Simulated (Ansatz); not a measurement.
**From formation energies to a reaction energy: Ca3O2**

Level of theory: Ansatz, DFT PBE, scalar-relativistic, plane waves, PAW. Settings: cutoff 420 eV, Γ-centred meshes spaced at most about 0.3 Å⁻¹, and about 0.25 Å⁻¹ or finer for metals (2π included), Gaussian smearing. No spin polarisation.

The zero of energy is the elements' standard structures at the same level (O₂ as a molecule); no fitted shifts are applied.

All energies are static (0 K, no zero-point motion). A magnetic state wasn't ruled out in cells without spin, among them Ca3O2 Cmmm.

A trial structure of Ca3O2 (reached from: 6-connected net, two elements spread over the vertices, changed on relaxing; relaxed: space group Cmmm (No. 65), a = 4.601 Å, b = 13.759 Å, c = 4.178 Å) has a formation energy of -1.941 eV/atom. At its composition the lowest mixture among the elements and 1 reference phase computed alike (known compounds that weren't computed, and may change it: CaO2) consists of these:

| phase | source | ΔE_f (eV/atom) |
| --- | --- | --- |
| Ca (solid) | element | 0.000 |
| CaO (Fm-3m) | Materials Project | -2.947 |

Task: Write the balanced decomposition and find its energy per atom, per formula unit and per mole of formula units.

Result: Balancing Ca and O gives Ca3O2 → Ca + 2 CaO. The left side holds 5 atoms, and the products take 1/5 (Ca) and 4/5 (CaO) of them. The mixture therefore lies at 1/5 × (0.000) + 4/5 × (-2.947) = -2.358 eV/atom. The reaction energy is -2.358 − (-1.941) = -0.417 eV/atom. Times 5 atoms that is -2.085 eV per Ca3O2, and times 96.485 it is -201 kJ per mole of Ca3O2. Decomposition is downhill, so the trial structure is unstable against this mixture.
